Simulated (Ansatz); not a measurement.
Start from CdS in the zinc blende structure (space group F-43m, No. 216; a = 5.927 Å).

(Cell as relaxed with PBE.)

Levels (all Ansatz, a quantum-chemistry and plane-wave program, PAW, earlier PAW set): PBE (420 eV, no SOC); r2SCAN (500 eV, no spin-orbit coupling).

Each level relaxes its own structure.

| base | PBE | r2SCAN |
|---|---|---|
| volume per atom | 26.03 Å³ | 25.40 Å³ |
| lattice parameter a | 5.927 Å | 5.879 Å |
| band gap | 1.04 eV | 1.54 eV |

One thing is altered: every S is replaced by Si; the structure is relaxed again.

```
quantity                 PBE  r2SCAN
-------------------  -------  ------
lattice parameter a  6.021 Å     ___
band gap                zero     ___
```

Q: What does r2SCAN give?

A: 
- lattice parameter a, r2SCAN: 5.962 Å
- band gap, r2SCAN: zero

PBE's lattice parameter a lies 0.0584 Å above r2SCAN's (1.0 %); the two agree on the band gap. Neither level is exact; r2SCAN is the comparison here, not a measurement.

Whether these cells are dynamically stable was not tested. As relaxed here, CdSi is a hypothetical phase, not in the database extracts checked. All final runs are without spin polarisation.
